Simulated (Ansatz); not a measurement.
The system is Sc.

```
Sc
1.0
    -1.91721    1.91721    1.71760
     1.91721   -1.91721    1.71760
     1.91721    1.91721   -1.71760
Sc
1
Cartesian
  0.0000 0.0000 0.0000
```

This isn't the form of Sc at room conditions, which is hcp.

| Quantity | Value |
| --- | --- |
| Program | Ansatz 0.2.0 |
| Task | relaxation of cell and atoms |
| Functional | LDA |
| Potentials or basis | all-electron LAPW, scalar-relativistic |
| Basis error allowed | 0.001 eV/atom |
| k mesh | 10 × 10 × 10 |
| Occupations | gaussian, width 0.05 eV |
| Spin | no spin polarisation |
| Hubbard terms | Sc d U = 2 eV |

At the start: volume 25.25 Å³/atom.

Task: How do energy, volume and symmetry change on relaxing?

Result: Over 6 steps the energy falls by 11.2 meV/atom and the volume is 24.17 Å³/atom (-4.3 %); space group I4/mmm (No. 139, to 0.05 Å).

Step by step:
```csv
step,energy change (eV),largest force (eV/Å),volume (Å³)
1,0.0000,0.0000,25.25
2,-0.0103,0.0000,24.02
3,-0.0110,0.0000,24.12
4,-0.0112,0.0000,24.16
5,-0.0112,0.0000,24.17
6,-0.0112,0.0000,24.17
```

Final structure:
```
CELL_PARAMETERS angstrom
-1.86619 1.86619 1.73506
1.86619 -1.86619 1.73506
1.86619 1.86619 -1.73506
ATOMIC_POSITIONS crystal
Sc 0.00000 0.00000 0.00000
```

Caveat: U is the effective U less J, on atomic orbitals that reach past the spheres; U without spin polarisation on a metal has little footing; the U is typed as a test and isn't derived for this compound.
